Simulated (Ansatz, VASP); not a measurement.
# YbB6 in two plane-wave programs, part 2 of 2

One calculation is typed for both programs; each brings its own data sets. How far apart do they land? The two relaxations start from unlike cells of this crystal (the structure described is Ansatz's start), so only their ends are compared.

VASP 6.6.1 and Ansatz 0.2.0.

So far: The starting structure; VASP: relaxation of cell and atoms, PBEsol.

### 3. Ansatz: relaxation of cell and atoms, PBEsol

Level of this step: Ansatz beside VASP: Kohn-Sham DFT, plane waves, PBEsol (Ansatz).

Ansatz runs on its PAW soft_1 files.

Its own start cell and the same functional, mesh and smearing now go to Ansatz, which takes its cutoff from its data sets.

input.yaml

```yaml
crystal:
  lattice:
    - [4.1792, 0.0, 0.0]
    - [0.0, 4.1792, 0.0]
    - [0.0, 0.0, 4.1792]
  atoms:
    - { symbol: Yb, position: [0.0, 0.0, 0.0], spin: 1.0 }
    - { symbol: B, position: [0.798555, 0.5, 0.5] }
    - { symbol: B, position: [0.201445, 0.5, 0.5] }
    - { symbol: B, position: [0.5, 0.5, 0.798555] }
    - { symbol: B, position: [0.5, 0.5, 0.201445] }
    - { symbol: B, position: [0.5, 0.201445, 0.5] }
    - { symbol: B, position: [0.5, 0.798555, 0.5] }
magnetization:
  spin_polarized: true
kpoints:
  mp_grid: { grid: [8, 8, 8] }
scf:
  occupations: { method: fermi_dirac, width: 0.1 }
hamiltonian:
  xc: pbesol
  pseudopotentials: { kind: paw, azcp: { folder: soft_1 }, xc_functional: pbe }
output:
  forces: true
  stress: true
relax:
  f_tol: 0.01
  max_steps: 60
  cell: {}
```

Run with:

```
$ ansatz run input.yaml --threads 1 --pin off --max-ram 3584MiB --backend cpu --events-out ev --progress --plain --runs-dir out
```

Numbers of over 12 decimals in the logs are rounded to 6 here.

Log:

```text
Engine: ansatz 0.2.0, aarch64-unknown-linux-gnu
Pseudopotentials: kind: paw
Pseudopotential: Yb, paw, valence charge 24, recommended cutoff 420 eV (normal), soft_1/Yb.paw.azcp
Pseudopotential: B, paw, valence charge 3, recommended cutoff 420 eV (normal), soft_1/B.paw.azcp
Functional definition: PBEsol
  exchange = pbesol_x
  correlation = pbesol_c
Crystal: 7 atoms, lattice volume = 72.993 Å³
Basis set: ecut = 420 eV, 1365 PW (Γ), exchange–correlation on 60×60×60 points (8 copies of the dense FFT grid, shifted against one another)
Bands: 29, of which v1, the nominal top of the filled ones, is band 21 counted from 1 (20 counted from 0)
Symmetry: 48 space group operations
Space group: Pm-3m (ITA 221), of the structure as read, at distance tolerance 4.2e-5 Å
Magnetic group: BNS 221.92 (UNI 1594), of the structure as read, at distance tolerance 4.2e-5 Å
k-points: 35 of 512
Non-local potential: Yb, projectors of the file, l = 0: 3, l = 1: 2, l = 2: 2, l = 3: 3
Non-local potential: B, projectors of the file, l = 0: 2, l = 1: 2, l = 2: 1
PAW form: soft (Blöchl's): semilocal exchange-correlation on the pseudo side does not see the compensation charge
PAW frozen core: Yb, regenerated for the run's functional, and the local potential with it (the file was generated under x = pbe(κ = 0.804, μ = 0.219515), c = pbe(β = 0.066725))
PAW frozen core: B, regenerated for the run's functional, and the local potential with it (the file was generated under x = pbe(κ = 0.804, μ = 0.219515), c = pbe(β = 0.066725))
PAW one-centre angular grid: Yb, 590 points (default); XC on 64 Gauss nodes
PAW one-centre angular grid: B, 110 points (default); XC on 64 Gauss nodes
Initial density: superposition of atomic densities (chi_scale 0.1, normalization cell)
Starting moments: Σ|m| = 1 μB on 1 of 7 sites
Initial wavefunctions: pseudopotential atomic-orbital guess
Functional: x = pbesol(κ = 0.804, μ = 0.123457), c = pbesol(β = 0.046)
SCF iter   1: F=—  HF=-14600.731715 eV  |F-HF|=—  |Δ(HF+E_count)|=         —  Δρ=5.18e-2 (↑5.18e-2 ↓4.37e-2)  dr2=1.60e1  dr2_m=6.76e-2  M=0.370 μB ∫|m|=0.408 μB  β_m=0.30  ethr=3.10e-3  ⟨swp⟩=7.1  Hψ=11353  notcnv=0
Mixer restart at iter 1: flushing history
preconditioner: auto → Kerker (q_TF=auto, 2.488 Å⁻¹)  [metal: Δε(μ)=0.032 eV  Ē_g=11.519 eV  σ=0.100 eV  W_gap=0.08  n_scr=18 (ndim 8)  ℏωp=27.5 eV  f_vac=0.000  D(μ)=3.84/eV (n_scr^D=32)]
spin=Collinear: Kerker preconditioning applied to the charge; magnetization (m = ρ↑ − ρ↓) channel mixes plain (no charge-response kernel on spin).
SCF iter   2: F=—  HF=-14598.848609 eV  |F-HF|=—  |Δ(HF+E_count)|=    1.88e0  Δρ=3.81e-2 (↑3.81e-2 ↓3.37e-2)  dr2=9.92e0  dr2_m=5.20e-2  M=0.334 μB ∫|m|=0.369 μB  β_m=0.65  ethr=3.10e-3  ⟨swp⟩=4.4  Hψ=4770  notcnv=0  defer=87
SCF iter   3: F=—  HF=-14597.623822 eV  |F-HF|=—  |Δ(HF+E_count)|=    1.22e0  Δρ=3.70e-2 (↑3.70e-2 ↓3.11e-2)  dr2=3.56e0  dr2_m=6.12e-3  M=0.237 μB ∫|m|=0.272 μB  β_m=0.47  ethr=3.10e-3  ⟨swp⟩=5.0  Hψ=6254  notcnv=0  defer=77
SCF iter   4: F=—  HF=-14595.199055 eV  |F-HF|=—  |Δ(HF+E_count)|=    2.42e0  Δρ=1.31e-2 (↑7.26e-3 ↓1.31e-2)  dr2=1.61e-1  dr2_m=1.42e-2  M=0.164 μB ∫|m|=0.194 μB  β_m=0.74  ethr=3.10e-3  ⟨swp⟩=4.3  Hψ=6481  notcnv=0  defer=78
SCF iter   5: F=—  HF=-14595.409060 eV  |F-HF|=—  |Δ(HF+E_count)|=   2.10e-1  Δρ=1.10e-2 (↑3.03e-3 ↓1.10e-2)  dr2=7.40e-2  dr2_m=2.44e-2  M=0.078 μB ∫|m|=0.092 μB  β_m=0.87  ethr=3.83e-4  ⟨swp⟩=3.0  Hψ=4833  notcnv=0  defer=80
SCF iter   6: F=—  HF=-14595.498187 eV  |F-HF|=—  |Δ(HF+E_count)|=   8.91e-2  Δρ=6.56e-3 (↑2.57e-3 ↓6.56e-3)  dr2=6.15e-2  dr2_m=2.76e-3  M=0.012 μB ∫|m|=0.017 μB  β_m=0.93  ethr=1.76e-4  ⟨swp⟩=2.4  Hψ=4041  notcnv=0  defer=80
SCF iter   7: F=—  HF=-14595.510446 eV  |F-HF|=—  |Δ(HF+E_count)|=   1.23e-2  Δρ=2.81e-3 (↑5.32e-4 ↓2.81e-3)  dr2=6.37e-3  dr2_m=1.26e-3  M=0.006 μB ∫|m|=0.008 μB  β_m=0.94  ethr=1.46e-4  ⟨swp⟩=3.1  Hψ=4318  notcnv=0  defer=87
SCF iter   8: F=—  HF=-14595.512466 eV  |F-HF|=—  |Δ(HF+E_count)|=   2.02e-3  Δρ=2.78e-4 (↑1.81e-4 ↓2.78e-4)  dr2=1.08e-4  dr2_m=6.84e-6  M=-0.000 μB ∫|m|=0.001 μB  β_m=0.97  ethr=1.52e-5  ⟨swp⟩=2.6  Hψ=4399  notcnv=0  defer=87
SCF iter   9: F=—  HF=-14595.512448 eV  |F-HF|=—  |Δ(HF+E_count)|=   1.80e-5  Δρ=3.85e-4 (↑6.83e-5 ↓3.85e-4)  dr2=6.01e-5  dr2_m=3.13e-5  M=-0.001 μB ∫|m|=0.001 μB  β_m=0.97  ethr=2.56e-7  ⟨swp⟩=2.4  Hψ=3576  notcnv=0  defer=87
[...]
Crystal: 7 atoms, lattice volume = 68.758 Å³
[...]
preconditioner: auto → Kerker (q_TF=auto, 2.513 Å⁻¹)  [metal: Δε(μ)=0.167 eV  Ē_g=11.349 eV  σ=0.100 eV  W_gap=0.34  n_scr=18 (ndim 8)  ℏωp=28.3 eV  f_vac=0.000  D(μ)=1.79/eV (n_scr^D=6)]
spin=Collinear: Kerker preconditioning applied to the charge; magnetization (m = ρ↑ − ρ↓) channel mixes plain (no charge-response kernel on spin).
[...]
SCF iter   6: F=—  HF=-14595.631059 eV  |F-HF|=—  |Δ(HF+E_count)|=   2.03e-8  Δρ=2.52e-6 (↑2.49e-6 ↓2.52e-6)  dr2=1.36e-8  dr2_m=2.15e-13  M=0.000 μB ∫|m|=0.000 μB  β_m=0.87  ethr=1.45e-11  ⟨swp⟩=2.0  Hψ=3487  notcnv=0
[...]
iter 1 solved again at ethr=5.32e-8 eV; its pass at ethr=3.10e-3 eV (dr2=2.23e-5 eV) is discarded
SCF iter   1: F=—  HF=-14595.631019 eV  |F-HF|=—  |Δ(HF+E_count)|=         —  Δρ=6.91e-7 (↑6.91e-7 ↓6.87e-7)  dr2=3.37e-10  dr2_m=4.27e-14  M=0.000 μB ∫|m|=0.000 μB  β_m=0.65  ethr=5.32e-8  ⟨swp⟩=4.7  Hψ=18015  notcnv=0
eigensolver tolerance schedule: the retry pair's looser diagonalisation over-reported the residual by 66269.60 of it (diagonalisation noise at an unbounded share of the residual, at the tolerance the schedule requests for it); recorded, not acted on — ethr = c·dr2/N_el stays at c = 1.0e-1
preconditioner: auto → Kerker (q_TF=auto, 2.513 Å⁻¹)  [metal: Δε(μ)=0.166 eV  Ē_g=11.348 eV  σ=0.100 eV  W_gap=0.34  n_scr=18 (ndim 8)  ℏωp=28.3 eV  f_vac=0.000  D(μ)=1.79/eV (n_scr^D=6)]
spin=Collinear: Kerker preconditioning applied to the charge; magnetization (m = ρ↑ − ρ↓) channel mixes plain (no charge-response kernel on spin).
SCF iter   2: F=—  HF=-14595.631022 eV  |F-HF|=—  |Δ(HF+E_count)|=   2.56e-6  Δρ=8.64e-7 (↑8.64e-7 ↓8.39e-7)  dr2=1.10e-9  dr2_m=1.15e-13  M=0.000 μB ∫|m|=0.000 μB  β_m=0.30  ethr=1.00e-12  ⟨swp⟩=4.9  Hψ=6432  notcnv=0
SCF iter   3: F=—  HF=-14595.631022 eV  |F-HF|=—  |Δ(HF+E_count)|=  1.53e-10  Δρ=4.96e-7 (↑4.96e-7 ↓4.80e-7)  dr2=2.62e-10  dr2_m=7.56e-14  M=0.000 μB ∫|m|=0.000 μB  β_m=0.55  ethr=1.00e-12  ⟨swp⟩=2.0  Hψ=3514  notcnv=0
SCF iter   4: F=—  HF=-14595.631022 eV  |F-HF|=—  |Δ(HF+E_count)|=  1.93e-10  Δρ=2.07e-7 (↑2.07e-7 ↓2.07e-7)  dr2=5.76e-11  dr2_m=8.15e-16  M=0.000 μB ∫|m|=0.000 μB  β_m=0.52  ethr=1.00e-12  ⟨swp⟩=2.0  Hψ=3512  notcnv=0
SCF iter   5: F=—  HF=-14595.631022 eV  |F-HF|=—  |Δ(HF+E_count)|=  2.91e-11  Δρ=1.41e-7 (↑1.41e-7 ↓1.40e-7)  dr2=4.20e-11  dr2_m=3.46e-16  M=-0.000 μB ∫|m|=0.000 μB  β_m=0.76  ethr=1.00e-12  ⟨swp⟩=2.0  Hψ=2500  notcnv=0
SCF iter   6: F=-14595.631022 eV  HF=-14595.631022 eV  |F-HF|=1.64e-11  |Δ(HF+E_count)|=  2.00e-11  Δρ=1.00e-7 (↑9.99e-8 ↓1.00e-7)  dr2=1.60e-11  dr2_m=2.83e-17  M=0.000 μB ∫|m|=0.000 μB  ethr=1.00e-12  ⟨swp⟩=4.3  Hψ=8596  notcnv=0
the starting moments were not kept: the SCF closed with an absolute magnetisation of 9.3e-9 μB, where they sum to 1 μB in size (1 site). That is at most 0.1 of that sum. Measured as dr2_m measures the in/out step, that magnetisation stands 1.6e-16 eV from none, at or under the dr2_threshold of 7.0e-11 eV: it is no larger than a step whose dr2_m would equal this threshold.
SCF 7 converged in 6 iterations: F = -14595.631022 eV  dr2 = 1.60e-11
relax step   7: F+E_penalty+E_count = -14595.63102153 eV  Δ(F+E_penalty+E_count) = +3.722e-5 eV  max|allowed force component| = 3.547e-5 eV/Å  Δτ_max = 0.0000 Å  P = -0.001 GPa  Ω = 68.758 Å³  stress off target by 5.76e-4 GPa  SCF on the basis re-selected at this cell (its energy is not comparable with the rows above)  (6 SCF iters)
basis re-selected at this cell: Δ(F+E_penalty+E_count) = +3.722e-5 eV, ΔP = -0.000 GPa vs the last step (what re-selecting the basis moved, of the pressure what is left beyond the Pulay correction that the steps carried, after the strain that the cell walked since its last selection, with what the two solves' SCF thresholds leave and, on support functions, any second-order correction that the steps lacked; it is no m [...]
SCF converged after 6 iterations
Magnetization: 0.0000 μB (21.0000 up, 21.0000 down)
Absolute magnetization: 0.0000 μB (∫|ρ↑−ρ↓|, with the PAW one-centre terms)
Spin contamination: 0.0000 ħ² per cell (⟨S²⟩ above its minimum at these occupations)
Per-site moments (μB) at R_I (Å): [(7.294141431716483e-9, 1.241922), (6.17703139071552e-11, 0.676647), (6.177031390715516e-11, 0.676647), (6.177032197662865e-11, 0.676647), (6.177032816024482e-11, 0.676647), (6.177022454528387e-11, 0.676647), (6.177022454528397e-11, 0.676647)]
Free energy (F): -14595.631022 eV
Harris-Foulkes:  -14595.631022 eV  (|F-HF|=1.64e-11)
Internal energy: -14595.543724 eV  (E = F + TS)
E sigma→0 (E₀):  -14595.587373 eV
Entropy (-TS):   -0.087298 eV (-12.471 meV/atom)
Fermi energy:    11.468678 eV
--- Per-component energies (eV) ---
  E_band       = 102.220085
  E_kinetic    = 648.520987
  E_local      = -6819.617265  (includes V_loc(G=0)·N_el)
  E_nonlocal   = 1006.104906
  E_hartree    = 2966.348588
  E_xc         = -358.397434
  E_vxc        = -421.573404  (∫ρ·V_xc dr)
  E_paw        = -7853.911066  (= ΣΔE_a)
  E_vpaw       = -243.911957  (= ΣTr[D̂ρ^β])
  E_aug_tail   = 0.000046  (compensation charges beyond the density's cutoff)
  E_ewald      = -4185.807970
  E_core_change = 1.215484  (= ΣΔE_core)
  E_smearing   = -0.087298  (= −TS)
  E_closure    = -0.000000  (closes the sum)
  Σ components = -14595.631022   (vs F -14595.631022, Δ=0.00e0)
--- Forces (eV/Å), atoms counted from 1 ---
  atom   1  Yb    -0.00000000    -0.00000000    -0.00000000
  atom   2  B     -0.00003547     0.00000000     0.00000000
  atom   3  B      0.00003547     0.00000000    -0.00000000
  atom   4  B      0.00000000     0.00000000    -0.00003547
  atom   5  B     -0.00000000    -0.00000000     0.00003547
  atom   6  B      0.00000000     0.00003547    -0.00000000
  atom   7  B     -0.00000000    -0.00003547     0.00000000
  max |Σ_I F_I| component: 8.10e-18 eV/Å
--- Stress (GPa, compression-positive) ---
       -0.000576       0.000000       0.000000
        0.000000      -0.000576       0.000000
        0.000000       0.000000      -0.000576
  P = ⅓ Tr σ = -0.0006 GPa (-0.006 kbar)
--- Relaxed structure (5 steps of the walk, 5 accepted, 2 SCFs on fresh bases) ---
  F+E_penalty+E_count = -14595.63102153 eV   max|allowed force component| = 3.547e-5 eV/Å   (the final SCF, on the basis selected at the relaxed cell)
  cell:  # Å, volume = 68.7581 Å³
    - [4.096766, 0, 0]
    - [0, 4.096766, 0]
    - [0, 0, 4.096766]
  atoms:
    - { symbol: Yb, position: [0, 0, 0] }
    - { symbol: B, position: [0.799799, 0.500000, 0.500000] }
    - { symbol: B, position: [0.200201, 0.500000, 0.500000] }
    - { symbol: B, position: [0.500000, 0.500000, 0.799799] }
    - { symbol: B, position: [0.500000, 0.500000, 0.200201] }
    - { symbol: B, position: [0.500000, 0.200201, 0.500000] }
    - { symbol: B, position: [0.500000, 0.799799, 0.500000] }
```

Reading the cycles: dr2 is the Hartree energy of the density residual (eV), the measure of convergence; HF is the Harris–Foulkes estimate of the energy, which meets the free energy F at convergence.

### 4. Side by side

Known differences besides the potentials themselves: the cutoff is 420 eV in Ansatz and 600 eV in VASP; Ansatz makes its cores anew for this functional, VASP keeps those of its PBE data sets; Ansatz adds a Pulay correction to the stress that steers its cell, VASP none. Total energies have different zeros and are not compared.

Compared:

```
                                         quantity  Ansatz   VASP  difference
                                      volume (Å³)   68.76  68.81     -0.08 %
edge a after relaxation, in the typed setting (Å)   4.097  4.098     -0.03 %
```

VASP's last cycles still show a density residual of 4e-03, so its state may not be settled.

### 5. Outcome

```yaml
difference_in_volume_relaxation_of_cell_and_atoms_pbesol: -0.081 %
```

In words: The difference in volume is -0.081 % (relaxation of cell and atoms, PBEsol), within the 1.2 % picked in this series as the mark of a large difference, as far as the stopping tolerances let one tell. Such differences can come from data sets, numerical settings and the points named under the comparisons, not from the functional's error against experiment.

[Lines on the potential files, build, host, timing and source positions are cut from VASP's logs without a mark.]

[Logs are printed without paths, hosts, clocks, repeated set-up lines and the standing remarks that a program may print on its own settings, such as how far it seeks lower states.]

[Hosts, paths, dates, database ids (printed as entryN), source tags and the programs' standing remarks are cut or masked in the printed files.]
